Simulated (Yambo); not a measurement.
# SiC (Moissanite 3C) (F-43m) in Yambo: notebook

One crystal, SiC (Moissanite 3C), is run at these levels: PBE; tasks: G0W0 quasiparticle levels, optical spectrum, optical spectrum by the Bethe-Salpeter equation.

Program: Yambo 5.3.0. These are calculated values, not measurements. Logs are shortened: lines on timing, memory, paths and dates and some standing lists are left out, and cuts for length are marked.

**The experiment to reproduce.**

From “Insight into the structural, elastic and electronic properties of a new orthorhombic 6O-SiC polytype”, 2020, pmc:7200658, for a bulk crystal of SiC: band gap 2.4 eV (indirect).

The runs below are set against these values where they give the same quantity.

## (1) The crystal as given

Symmetry: F-43m, No. 216, cubic system. Conventional cell: a = 4.358 Å, b = 4.358 Å, c = 4.358 Å, α = 90.00°, β = 90.00°, γ = 90.00°. Si (site symmetry -43m) is surrounded by 4 C at 1.89 Å. C (site symmetry -43m) is surrounded by 4 Si at 1.89 Å.

## (2) G0W0 quasiparticle levels, PBE, non-collinear spin, zero start, spin-orbit coupling

Input file g0w00.in:

```
gw0
dyson
el_el_corr
rim_cut
HF_and_locXC
ppa
em1d
RandQpts= 1000000
RandGvec= 50 RL
EXXRLvcs= 82 Ry
VXCRLvcs= 82 Ry
Chimod= "HARTREE"
% BndsRnXp
 1 | 248 |
%
NGsBlkXp= 12 Ry
% LongDrXp
 1 | 1 | 1 |
%
PPAPntXp= 27.21138 eV
% GbndRnge
 1 | 248 |
%
GTermKind= "BG"
DysSolver= "n"
ExtendOut
% QPkrange
 1 | 1 | 5 | 12 |
 13 | 13 | 5 | 12 |
%
```

Input file scf.in:

```
&CONTROL
  calculation = 'scf'
  prefix = 'pwscf'
  outdir = './tmp'
  pseudo_dir = './pseudo'
/
&SYSTEM
  ibrav = 0
  nat = 2
  ntyp = 2
  ecutwfc = 82
  nbnd = 18
  occupations = 'smearing'
  smearing = 'fd'
  degauss = 0.00367493
  noncolin = .true.
  lspinorb = .true.
  force_symmorphic = .true.
/
&ELECTRONS
  conv_thr = 4d-10
  electron_maxstep = 120
  mixing_beta = 0.5
/
ATOMIC_SPECIES
Si    28.0850 Si.upf
C     12.0110 C.upf
CELL_PARAMETERS angstrom
   0.0000000000    2.1790000000    2.1790000000
   2.1790000000    0.0000000000    2.1790000000
   2.1790000000    2.1790000000    0.0000000000
ATOMIC_POSITIONS crystal
Si     0.0000000000    0.0000000000    0.0000000000
C      0.7500000000    0.7500000000    0.7500000000
K_POINTS automatic
10 10 10 0 0 0
```

Input file nscf.in:

```
&CONTROL
  calculation = 'nscf'
  prefix = 'pwscf'
  outdir = './tmp'
  pseudo_dir = './pseudo'
/
&SYSTEM
  ibrav = 0
  nat = 2
  ntyp = 2
  ecutwfc = 82
  nbnd = 248
  occupations = 'fixed'
  noncolin = .true.
  lspinorb = .true.
  force_symmorphic = .true.
/
&ELECTRONS
  conv_thr = 1d-08
  diago_full_acc = .true.
  diago_thr_init = 1d-06
/
ATOMIC_SPECIES
Si    28.0850 Si.upf
C     12.0110 C.upf
CELL_PARAMETERS angstrom
   0.0000000000    2.1790000000    2.1790000000
   2.1790000000    0.0000000000    2.1790000000
   2.1790000000    2.1790000000    0.0000000000
ATOMIC_POSITIONS crystal
Si     0.0000000000    0.0000000000    0.0000000000
C      0.7500000000    0.7500000000    0.7500000000
K_POINTS automatic
6 6 6 0 0 0
```

Potentials or basis: PseudoDojo 0.4 FR PBE standard.

Run with:

```sh
> OMP_NUM_THREADS=1 pw.x -in scf.in > scf.out
> OMP_NUM_THREADS=1 pw.x -in nscf.in > nscf.out
> cd tmp/pwscf.save; p2y; mv SAVE ../..; cd ../..
> OMP_NUM_THREADS=1 yambo
> OMP_NUM_THREADS=1 yambo -F g0w00.in -J g0w00 -C g0w00_out
```

Yambo's report:

```text
[... sections 02.01 to 02.04 as in the set-up run ...]

  [02.05] Energies & Occupations
  ==============================

  [X] === General ===
  [X] Electronic Temperature                        :  0.000000  0.000000 [eV K]
  [X] Bosonic    Temperature                        :  0.000000  0.000000 [eV K]
  [X] Finite Temperature mode                       : no
  [X] El. density                                   :  0.38662E+24 [cm-3]
  [X] Fermi Level                                   :  9.500366 [eV]

  [X] === Gaps and Widths ===
  [X] Conduction Band Min                           :  1.357813 [eV]
  [X] Valence Band Max                              :  0.000000 [eV]
  [X] Filled Bands                                  :   8
  [X] Empty Bands                                   :    9  248
  [X] Direct Gap                                    :  4.546776 [eV]
  [X] Direct Gap localized at k                     :  13
  [X] Indirect Gap                                  :  1.357813 [eV]
  [X] Indirect Gap between kpts                     :   1  13
  [X] Last valence band width                       :  4.382486 [eV]
  [X] 1st conduction band width                     :  5.666468 [eV]

 [03] Transferred momenta grid and indexing
 ==========================================

 IBZ Q-points                                      :  16
 BZ  Q-points                                      :  216

 K/Q-points units:
 rlu = crystal or reduced units; cc = cartesian coordinates; iku = interal k-units

 Q [ 1]         [rlu]:  0.000000  0.000000  0.000000
 Q [ 2]         [rlu]:  0.16734E-16  0.16734E-16  0.16667
 Q [ 3]         [rlu]:  0.33468E-16  0.33468E-16  0.33333
 Q [ 4]         [rlu]:  0.17304E-16  0.17304E-16 -0.50000
 Q [ 5]         [rlu]:  0.19763E-16  0.16667      0.16667
 Q [ 6]         [rlu]:  0.28560E-17  0.16667      0.33333
 Q [ 7]         [rlu]: -0.47957E-17  0.16667      0.50000
 Q [ 8]         [rlu]: -0.19076E-16  0.16667     -0.33333
 Q [ 9]         [rlu]: -0.57120E-17  0.16667     -0.16667
 Q [10]         [rlu]:  0.31459E-17  0.33333      0.33333
 Q [11]         [rlu]:  0.39235E-16  0.33333      0.50000
 Q [12]         [rlu]:  0.78583E-16  0.33333     -0.33333
 Q [13]         [rlu]: -0.47188E-17 -0.50000     -0.50000
 Q [14]         [rlu]:  0.166667  0.333333  0.500000
 Q [15]         [rlu]:  0.166667  0.333333 -0.333333
 Q [16]         [rlu]:  0.166667 -0.500000 -0.333333

 [04] Coloumb potential Random Integration (RIM)
 ===============================================

  [04.01] RIM initialization
  ==========================

  * Diagonal components only detected *

  8 x (sBL volume)        :  0.065793 [a.u.]
  sBZ random points       :  1000000
  Points outside the sBZ  :   7968281
  RL volume               :  1.776402 [a.u.]
  Integrated volume       :  1.783474 [a.u.]

  [04.02] RIM integrals
  =====================

  Gamma point sphere radius             :  0.073228 [a.u.]
  Points outside the sphere             :   800476
  [Int_sBZ(q=0) 1/q^2]*(Vol_sBZ)^(-1/3) =:  7.776341
                                 should be <:  7.795600
  [WR./g0w00//ndb.RIM]------------------------------------------------------------
   Brillouin Zone Q/K grids (IBZ/BZ)                :   16  216   16  216
   Coulomb cutoff potential                         : none
   Coulombian RL components                         :   51
   Coulombian diagonal components                   : yes
   RIM random points                                :  1000000
   RIM  RL volume             [a.u.]                :  1.783474
   Real RL volume             [a.u.]                :  1.776402
   Eps^-1 reference component                       : 0
   Eps^-1 components                                :  0.000000  0.000000  0.000000
   RIM anysotropy factor                            :  0.000000

  Summary of Coulomb integrals for non-metallic bands |Q|[au] RIM/Bare

  Q [1] 0.100000E-4 0.997530 * Q [2] 0.220244 1.068480
  Q [5] 0.254315 1.066792 * Q [9] 0.359656 1.029814
  Q [6] 0.421734 1.022655 * Q [3] 0.440487 1.020326
  Q [10] 0.508631 1.016896 * Q [8] 0.554267 1.014579
  Q [14] 0.568666 1.014068 * Q [7] 0.622943 1.012146
  Q [11] 0.660731 1.011334 * Q [4] 0.660731 1.011454
  Q [12] 0.719312 1.010226 * Q [15] 0.752275 1.009797
  Q [13] 0.762946 1.009889 * Q [16] 0.804216 1.009311

 [05] Dipoles
 ============

  [05.01] Setup: observables and procedures
  =========================================

  [WF-Oscillators/G space/Transverse up loader] Normalization (few states)  min/max  :  0.19296E-16   1.0000

[... 82 lines left out ...]
 [WR./g0w00//ndb.HF_and_locXC]---------------------------------------------------
  Brillouin Zone Q/K grids (IBZ/BZ)                :   16  216   16  216
  RL vectors                                       :  2397 [WF]
  Fragmentation                                    : no
  Electronic Temperature                           :  0.000000 [K]
  Bosonic    Temperature                           :  0.000000 [K]
  Green`s function   wavefunctions                 : Perdew, Burke & Ernzerhof(X)+Perdew, Burke & Ernzerhof(C)
  Total number of QP states                        :  16
  Exchange RL vectors                              :  1837
  Exchange summation bands                         :   8
  RIM RL components                                :   51
  RIM random points                                :  1000000

 [xc] E_xc :  -3.047367 [Ha]
      E_xc :  -6.094733 [Ry]

  Local XC kind (lXC) : Perdew, Burke & Ernzerhof(X)+Perdew, Burke & Ernzerhof(C)
  Non-Local XC kind (nlXC) : Hartree-Fock

  Corrections @ K [1] :  [eV]
 <5|nlXC|5> = -17.55101  0.78510E-17 <5|lXC|5> = -14.92512  0.27141E-15
 <6|nlXC|6> = -17.55101 -0.36009E-17 <6|lXC|6> = -14.92512  0.19176E-16
 <7|nlXC|7> = -17.55101  0.64065E-17 <7|lXC|7> = -14.92512  0.19791E-20
 <8|nlXC|8> = -17.55101 -0.29807E-18 <8|lXC|8> = -14.92512 -0.47245E-16
 <9|nlXC|9> = -7.618743  0.13497E-17 <9|lXC|9> = -13.21360 -0.18882E-15
 <10|nlXC|10> = -7.618743  0.21198E-17 <10|lXC|10> = -13.21360 -0.33101E-20
 <11|nlXC|11> = -5.901621  0.16554E-17 <11|lXC|11> = -11.32735  0.14164E-15
 <12|nlXC|12> = -5.901621 -0.13250E-17 <12|lXC|12> = -11.32735  0.70796E-16

  Corrections @ K [13] :  [eV]
 <5|nlXC|5> = -17.42925  0.35206E-17 <5|lXC|5> = -13.56195  0.15931E-15
 <6|nlXC|6> = -17.42925  0.18453E-17 <6|lXC|6> = -13.56195 -0.50202E-16
 <7|nlXC|7> = -17.43231 -0.12963E-16 <7|lXC|7> = -13.56753 -0.44177E-17
 <8|nlXC|8> = -17.43231  0.78869E-17 <8|lXC|8> = -13.56753 -0.21833E-15
 <9|nlXC|9> = -6.460440  0.11143E-17 <9|lXC|9> = -10.50428  0.11792E-16
 <10|nlXC|10> = -6.460440 -0.16341E-17 <10|lXC|10> = -10.50428  0.11801E-16
 <11|nlXC|11> = -6.034000  0.37107E-18 <11|lXC|11> = -10.76823  0.59004E-16
 <12|nlXC|12> = -6.034000  0.27945E-18 <12|lXC|12> = -10.76823  0.46777E-20

 [08] Dyson equation: Newton solver
 ==================================

 [WARNING] Response block size in GW reduced to 137     RL (6985    mHa)

  [08.01] G0W0 (W PPA)
  ====================

  [  GW  ] Bands range     :    1  248
  [GW/PPA] G damping       :  0.100000 [eV]

  QP @ state[ 1 ] K range:  1  1
  QP @ state[ 1 ] b range:   5  12
  QP @ state[ 2 ] K range:  13  13
  QP @ state[ 2 ] b range:   5  12
[... 51 lines left out ...]
   :: Time ordering fails/rest    :  0.500228
   :: Mean rel dev of PP cond     :  0.183474
   Current Q-pt index             :  14
   :: PP condition fails/total    :  0.190633
   :: Time ordering fails/rest    :  0.499638
   :: Mean rel dev of PP cond     :  0.190616
   Current Q-pt index             :  15
   :: PP condition fails/total    :  0.186691
   :: Time ordering fails/rest    :  0.499640
   :: Mean rel dev of PP cond     :  0.186674
   Current Q-pt index             :  16
   :: PP condition fails/total    :  0.184879
   :: Time ordering fails/rest    :  0.499444
   :: Mean rel dev of PP cond     :  0.184861

  [08.02] QP properties and I/O
  =============================

  Legend (energies in eV)
  - B  : Band       - Eo  : bare energy
  - E  : QP energy  - Z   : Renormalization factor
  - So : Sc(Eo)     - S   : Sc(E)
  - dSp: Sc derivative precision

  - lXC: Local XC (Perdew, Burke & Ernzerhof(X)+Perdew, Burke & Ernzerhof(C))
  -nlXC: non-Local XC (Hartree-Fock)

  QP [eV] @ K [1] (iku):  0.000000  0.000000  0.000000
   B=5 Eo= -0.00 E= -0.72 E-Eo= -0.72 Re(Z)=0.80 Im(Z)=-0.112005E-2 nlXC= -17.5510 lXC= -14.9251 So=  1.72494
   B=6 Eo= -0.00 E= -0.72 E-Eo= -0.72 Re(Z)=0.80 Im(Z)=-0.112004E-2 nlXC= -17.5510 lXC= -14.9251 So=  1.71834
   B=7 Eo= -0.00 E= -0.72 E-Eo= -0.72 Re(Z)=0.80 Im(Z)=-0.112005E-2 nlXC= -17.5510 lXC= -14.9251 So=  1.72212
   B=8 Eo=  0.00 E= -0.72 E-Eo= -0.72 Re(Z)=0.80 Im(Z)=-0.112005E-2 nlXC= -17.5510 lXC= -14.9251 So=  1.72188
   B=9 Eo=  6.22 E=  6.45 E-Eo=  0.23 Re(Z)=0.79 Im(Z)=-0.124726E-2 nlXC= -7.61874 lXC= -13.2136 So= -5.30478
   B=10 Eo=  6.22 E=  6.45 E-Eo=  0.23 Re(Z)=0.79 Im(Z)=-0.124726E-2 nlXC= -7.61874 lXC= -13.2136 So= -5.30478
   B=11 Eo=  7.27 E=  7.49 E-Eo=  0.22 Re(Z)=0.81 Im(Z)=-0.113620E-2 nlXC= -5.90162 lXC= -11.3274 So= -5.14780
   B=12 Eo=  7.27 E=  7.49 E-Eo=  0.22 Re(Z)=0.81 Im(Z)=-0.113776E-2 nlXC= -5.90162 lXC= -11.3274 So= -5.14780

  QP [eV] @ K [13] (iku): -0.500000  0.000000  0.000000
   B=5 Eo= -3.20 E= -4.21 E-Eo= -1.01 Re(Z)=0.79 Im(Z)=-0.122690E-2 nlXC= -17.4293 lXC= -13.5619 So=  2.58337
   B=6 Eo= -3.20 E= -4.21 E-Eo= -1.01 Re(Z)=0.79 Im(Z)=-0.122561E-2 nlXC= -17.4293 lXC= -13.5619 So=  2.58337
   B=7 Eo= -3.19 E= -4.20 E-Eo= -1.01 Re(Z)=0.79 Im(Z)=-0.123325E-2 nlXC= -17.4323 lXC= -13.5675 So=  2.58130
   B=8 Eo= -3.19 E= -4.20 E-Eo= -1.01 Re(Z)=0.79 Im(Z)=-0.123098E-2 nlXC= -17.4323 lXC= -13.5675 So=  2.58130
   B=9 Eo=  1.36 E=  1.42 E-Eo=  0.06 Re(Z)=0.82 Im(Z)=-0.102071E-2 nlXC= -6.46044 lXC= -10.5043 So= -3.96501
   B=10 Eo=  1.36 E=  1.42 E-Eo=  0.06 Re(Z)=0.82 Im(Z)=-0.102071E-2 nlXC= -6.46044 lXC= -10.5043 So= -3.96501
   B=11 Eo=  4.33 E=  4.57 E-Eo=  0.24 Re(Z)=0.82 Im(Z)=-0.100925E-2 nlXC= -6.03400 lXC= -10.7682 So= -4.44344
   B=12 Eo=  4.33 E=  4.57 E-Eo=  0.24 Re(Z)=0.82 Im(Z)=-0.100925E-2 nlXC= -6.03400 lXC= -10.7682 So= -4.44344

  [WR./g0w00//ndb.QP]-------------------------------------------------------------
   Lattice constants                                :  4.117713  4.117713  4.117713
   Coulomb cutoff potential                         : none
   Electronic Temperature                           :  0.000000 [K]
   Bosonic    Temperature                           :  0.000000 [K]
   Green`s function   energies                      : Perdew, Burke & Ernzerhof(X)+Perdew, Burke & Ernzerhof(C)
   wavefunctions                                    : Perdew, Burke & Ernzerhof(X)+Perdew, Burke & Ernzerhof(C)
   PPA    diel. fun.  energies                      : Perdew, Burke & Ernzerhof(X)+Perdew, Burke & Ernzerhof(C)
   wavefunctions                                    : Perdew, Burke & Ernzerhof(X)+Perdew, Burke & Ernzerhof(C)
   QP tot states                                    :  16
   GW solver                                        : Newton
   GW approximation                                 : PPA
   PPA imaginary Energy                             :  27.21138 ev
   RIM G`s                                          :   51
   RIM random pts                                   :  1000000
   dS/dw steps                                      :  2
   dS/dw step                                       :  0.100000 ev
   X G`s                                            :  137 used
   X G`s                                            :  137 disk
   X bands                                          :    1  248
   X poles                                          :  100.0000 o/o
   X e/h E range                                    : -1.000000 -1.000000 ev
   X Hxc Kernel                                     : HARTREE
   X BZ energy Double Grid                          : no
   X Optical Averaged directions                    : none
   Sc/G bands                                       :    1  248
   Sc/G damping                                     :  0.100000 ev
   Sc bands terminator                              : yes
   Sc terminator kind                               : BG
   Sc Terminator pole                               :  40.81708
   Sx RL components                                 :  1837

   QP @ state[ 1 ] K range                          :  1  1
   QP @ state[ 1 ] b range                          :   5  12
   QP @ state[ 2 ] K range                          :  13  13
   QP @ state[ 2 ] b range                          :   5  12
   GF energies kind                                 : Perdew, Burke & Ernzerhof(X)+Perdew, Burke & Ernzerhof(C)
   GF WF`s kind                                     : Perdew, Burke & Ernzerhof(X)+Perdew, Burke & Ernzerhof(C)
   Xs energies kind                                 : Perdew, Burke & Ernzerhof(X)+Perdew, Burke & Ernzerhof(C)
   Xs WF`s kind                                     : Perdew, Burke & Ernzerhof(X)+Perdew, Burke & Ernzerhof(C)
```

It took 29 min on 1 thread of Arm Neoverse V2, shared host; peak memory 1.2 GiB.

Results:

```yaml
Band_gap_on_the_k_mesh_mean-field_level: 1.36 eV, indirect (least direct gap 4.55 eV)
Quasiparticle_gap: 2.14 eV
Least_direct_quasiparticle_gap: 5.62 eV
Quasiparticle_gap_at_Γ: 7.17 eV
Band_gap_of_the_same_states_before_the_correction: 1.36 eV
```

Quasiparticle terms (eV):
```tsv
k point	band	Kohn-Sham level	Vxc	Σx	Σc	Z	result
(0.000, 0.000, 0.000)	5	0.00	-14.93	-17.55	1.72	0.80	-0.72
(0.000, 0.000, 0.000)	6	0.00	-14.93	-17.55	1.72	0.80	-0.72
(0.000, 0.000, 0.000)	7	0.00	-14.93	-17.55	1.72	0.80	-0.72
(0.000, 0.000, 0.000)	8	0.00	-14.93	-17.55	1.72	0.80	-0.72
(0.000, 0.000, 0.000)	9	6.22	-13.21	-7.62	-5.30	0.79	6.45
(0.000, 0.000, 0.000)	10	6.22	-13.21	-7.62	-5.30	0.79	6.45
(0.000, 0.000, 0.000)	11	7.27	-11.33	-5.90	-5.15	0.81	7.49
(0.000, 0.000, 0.000)	12	7.27	-11.33	-5.90	-5.15	0.81	7.49
(0.000, -0.500, -0.500)	5	-3.20	-13.56	-17.43	2.58	0.79	-4.21
(0.000, -0.500, -0.500)	6	-3.20	-13.56	-17.43	2.58	0.79	-4.21
(0.000, -0.500, -0.500)	7	-3.19	-13.57	-17.43	2.58	0.79	-4.20
(0.000, -0.500, -0.500)	8	-3.19	-13.57	-17.43	2.58	0.79	-4.20
(0.000, -0.500, -0.500)	9	1.36	-10.50	-6.46	-3.97	0.82	1.42
(0.000, -0.500, -0.500)	10	1.36	-10.50	-6.46	-3.97	0.82	1.42
(0.000, -0.500, -0.500)	11	4.33	-10.77	-6.03	-4.44	0.82	4.57
(0.000, -0.500, -0.500)	12	4.33	-10.77	-6.03	-4.44	0.82	4.57
```

Caveat: the optical matrix elements of this version leave out the spin-flip part of the nonlocal potential, a small error; this version prints the column dSc/dw multiplied by 27.2; the terminator is approximate in this version, by hundredths of an eV.

(Part 1 of 2 ends here.)
